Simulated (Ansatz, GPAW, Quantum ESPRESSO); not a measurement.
**One calculation of Nb, 3 ways**

```
Nb
1.0
    -1.66395    1.66395    1.66395
     1.66395   -1.66395    1.66395
     1.66395    1.66395   -1.66395
Nb
1
Direct
  0.00000 0.00000 0.00000
```

Alike in all runs: task band structure; functional RPBE; k mesh 11 × 11 × 11; occupations fermi-dirac, width 0.05 eV; no spin polarisation; no spin-orbit coupling. Pressure is positive in compression and, in plane waves, holds the error of the finite cutoff.

| program and potentials | plane-wave cutoff (eV) | notes | pressure (GPa) |
| --- | --- | --- | --- |
| Quantum ESPRESSO, SG15 PBE 1.2 | 952 | potentials made for PBE | 0.49 |
| Ansatz, all-electron LAPW, scalar-relativistic | - | - | 0.83 |
| GPAW, the program's PAW data sets (release 1.2.1) made for this functional | 600 | - | 0.26 |

The pressure spans 0.26 (GPAW, the program's PAW data sets (release 1.2.1) made for this functional) to 0.83 GPa (Ansatz, all-electron LAPW, scalar-relativistic), with all-electron results at 0.83.

The functional is the same throughout but for its coding, so the spread measures potentials, basis and numerics; runs on potential files found faulty are left out.
